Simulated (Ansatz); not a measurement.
Below is the output of a Python script on Ansatz 0.2.0 through its Python package that makes a single point from a YAML input of SnS, space group Pnma. Write a script that gives it. Level of theory: PBEsol, PAW, the default cutoff (420 eV here), 2×4×4 k-points, fixed occupations.

`sns.yaml`
```yaml
crystal:
  lattice:
    - [11.2, 0.0, 0.0]
    - [0.0, 3.987, 0.0]
    - [0.0, 0.0, 4.334]
  atoms:
    - { symbol: Sn, position: [0.1194, 0.25, 0.1198] }
    - { symbol: Sn, position: [0.3806, 0.75, 0.6198] }
    - { symbol: Sn, position: [0.6194, 0.25, 0.3802] }
    - { symbol: Sn, position: [0.8806, 0.75, 0.8802] }
    - { symbol: S, position: [0.8508, 0.25, 0.4793] }
    - { symbol: S, position: [0.6492, 0.75, 0.9793] }
    - { symbol: S, position: [0.3508, 0.25, 0.0207] }
    - { symbol: S, position: [0.1492, 0.75, 0.5207] }
kpoints:
  mp_grid: { grid: [2, 4, 4] }
hamiltonian:
  xc: pbesol
scf:
  occupations: { method: fixed }
output:
  forces: true
```

Output of `python yaml_run.py`:
```text
DeckWarning: basis.ecutwfc = 420 eV, auto-derived from the records' recommended cutoffs: set by Sn (normal level)
free energy      -27342.57154 eV
per atom         -3417.82144 eV
SCF iterations   6  (converged: True)
forces (eV/A)
  Sn    0.0011    0.0000   -0.0099
  Sn   -0.0011    0.0000   -0.0099
  Sn    0.0011    0.0000    0.0099
  Sn   -0.0011    0.0000    0.0099
  S     0.0725    0.0000   -0.0127
  S    -0.0725    0.0000   -0.0127
  S     0.0725    0.0000    0.0127
  S    -0.0725    0.0000    0.0127
```
(Warnings from the package without file and line, repeats left out.)

The script that was run (others could print the same):

The script, `yaml_run.py`:
```python
import ansatz as az


def main() -> None:
    result = az.Session.from_deck('sns.yaml').plan(threads=1).execute()
    data = result.report

    print(f'free energy      {data["free_energy_ev"]:.5f} eV')
    print(f'per atom         {data["free_energy_ev"] / len(result.lattice.sites):.5f} eV')
    print(f'SCF iterations   {data["n_iterations"]}  (converged: {data["converged"]})')

    print('forces (eV/A)')
    for site, force in zip(result.lattice.sites, data['forces_ev_ang']):
        print(f'  {site.symbol:2s} {force[0]:9.4f} {force[1]:9.4f} {force[2]:9.4f}')


if __name__ == '__main__':
    main()
```

Absolute energies stand on the zero of these potentials, so only differences at equal settings mean something. The structure is a deposited one; some such entries were measured under pressure or heat, so a shift against it needn't be the functional's error alone. Hardware and time: 9.7 s on 1 thread of Arm Neoverse V1 (shared host), peak memory 0.47 GiB.

(Lines on the test bed's own set-up are left out of the output.)
